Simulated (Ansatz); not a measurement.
# Ga: changing the dispersion correction

The cell as given:

Symmetry: C2/c, No. 15, monoclinic system. Conventional cell: a = 2.766 Å, b = 8.053 Å, c = 3.332 Å, α = 90.00°, β = 92.02°, γ = 90.00°. Around Ga (site symmetry 2) lie 8 Ga at 2.69 to 2.92 Å.

This isn't the form of Ga at room conditions, which is orthorhombic.

Kept alike: task relaxation of cell and atoms; functional BLYP; k mesh 10 × 10 × 8; occupations fermi-dirac, width 0.05 eV; no spin polarisation. Program: Ansatz, Ansatz PAW, cutoff 420 eV. The mesh is that of the run's cell of 2 atoms. No spin-orbit coupling.

| dispersion correction | volume (Å³/atom) | first edge of the run's cell (Å) | third edge of the run's cell (Å) |
| --- | --- | --- | --- |
| D3(BJ) | 18.817 | 4.309 | 3.221 |
| D4 | 18.305 | 4.269 | 3.197 |

For a metal such a mesh leaves the last digits unconverged. Relaxations stop with a little pressure left, so the last digits of a volume or edge aren't settled. Runs of this series that gave no sound value for these columns are left out. All rows use potentials made for PBE.

Question: What does the dispersion correction change here?

Answer: The volume runs from 18.305 (D4) to 18.817 Å³/atom (D3(BJ)). The first edge of the run's cell runs from 4.269 (D4) to 4.309 Å (D3(BJ)). The third edge of the run's cell runs from 3.197 (D4) to 3.221 Å (D3(BJ)).
